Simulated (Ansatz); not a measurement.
Bi:

```
Bi
1.0
    -1.98143    1.98143    1.98143
     1.98143   -1.98143    1.98143
     1.98143    1.98143   -1.98143
Bi
1
Direct
  0.00000 0.00000 0.00000
```

This isn't the form of Bi at room conditions, which is rhombohedral.

Base run:

```yaml
Program: Ansatz 0.2.0
Functional: PBEsol
Potentials_or_basis: Ansatz PAW
Cutoff: 420 eV
Density_cutoff: 1680 eV
k_mesh: 9 × 9 × 9
Occupations: fermi-dirac, width 0.05 eV
Spin: no spin polarisation
```

Its results: band gap on the k mesh none (metal or under the smearing width); pressure -2.0 GPa.

Task: The run is repeated on the same cell with these changes: functional from PBEsol to m-r2SCAN; cutoff from 420 eV to 500 eV; density cutoff from 1680 eV to 2000 eV. What comes out?

Result: Band gap on the k mesh none (metal or under the smearing width); pressure 0.1 GPa.

Caveats: spin-orbit coupling is left out, which moves the levels of the heavy elements; the PAW data sets come from PBE, with cores solved anew for the run's functional, which leaves a small shift of forces and pressure.

Not every run made on this cell is shown here.
